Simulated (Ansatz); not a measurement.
Crystal: TiSe.

```
Se Ti
1.0
     4.17836    0.00000    0.00000
     0.00000    4.17836    0.00000
     0.00000    0.00000    5.98442
Se Ti
2 2
Direct
  0.00000 0.50000 0.76056
  0.50000 0.00000 0.23944
  0.00000 0.00000 0.00000
  0.50000 0.50000 0.00000
```

The cell comes from a database or a generator and needn't be the stable form of this composition.

```yaml
Program: Ansatz 0.2.0
Task: relaxation of cell and atoms
Functional: PBEsol
Potentials_or_basis: Ansatz PAW
Cutoff: "420 eV (not typed: the program's choice for these potentials)"
k_mesh: 7 × 7 × 5
Occupations: fermi-dirac, width 0.05 eV
Spin: no spin polarisation
```

At the start: volume 26.12 Å³/atom.

Task: How do energy, volume and symmetry change on relaxing?

Result: It ends after 8 steps and the volume is 22.65 Å³/atom (-13.3 %); space group P4/nmm (No. 129, to 0.05 Å).

Step by step:
```csv
step,energy change (eV),largest force (eV/Å),volume (Å³)
1,0.0000,0.3442,104.48
2,-0.0438,0.1025,97.48
3,-0.0544,0.0324,96.45
4,-0.0711,0.0256,92.35
5,-0.0726,0.0320,89.28
6,-0.0736,0.0038,90.38
7,-0.0736,0.0002,90.60
8,-0.0725,0.0002,90.60
```

Final structure:
```
Se Ti
1.0
     4.12686    0.00000    0.00000
     0.00000    4.12686    0.00000
     0.00000    0.00000    5.31945
Se Ti
2 2
Direct
  0.00000 0.50000 0.73353
  0.50000 0.00000 0.26647
  0.00000 0.00000 0.00000
  0.50000 0.50000 0.00000
```

Caveat: the plane-wave basis is chosen anew once the cell has moved, so the energies of steps on either side of that aren't comparable; this functional lacks dispersion, which binds the layers, so the pressure and a relaxed spacing across them are unreliable; the PAW data sets come from PBE, with cores solved anew for the run's functional, which leaves a small shift of forces and pressure.
